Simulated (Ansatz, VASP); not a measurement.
One calculation of HfN, two programs

```
CELL_PARAMETERS angstrom
3.18831 0.00000 0.00000
1.59415 2.76115 0.00000
1.59415 0.92038 2.60324
ATOMIC_POSITIONS crystal
Hf 0.00000 0.00000 0.00000
N 0.50000 0.50000 0.50000
```

Alike in both runs: functional revPBE; dispersion D3(BJ); k mesh 11 × 11 × 11; no spin polarisation.

Ansatz relaxed the structure, and its values are those at the end. VASP's run is a single point on that final structure, the one shown.

|  | VASP | Ansatz |
| --- | --- | --- |
| version | VASP 6.6.1 | Ansatz 0.2.0 |
| potentials or method | VASP PAW PBE potentials, release 64 (Hf_pv, N) | plane waves, PAW |
| plane-wave cutoff (eV) | 520 | 420 |
| occupations | methfessel-paxton of order 1, width 0.1 eV | cold |
| valence electrons in the cell | 15 | 31 |

Ansatz gave:

| Property | Result |
| --- | --- |
| pressure (GPa) | 0.0 |
| dispersion energy (meV/atom) | -714.9 |

Task: What did VASP give for the same quantities?

Result: Pressure (GPa): -2.5; dispersion energy (meV/atom): -714.7.

The two sets of potentials don't hold the same shells in valence.

Caveats: the PAW data sets were made with another functional, which shifts forces and pressure a little (VASP); pairwise dispersion overbinds metals, which lowers pressure and volume. Spin-orbit coupling is left out, which matters for the levels of Hf.
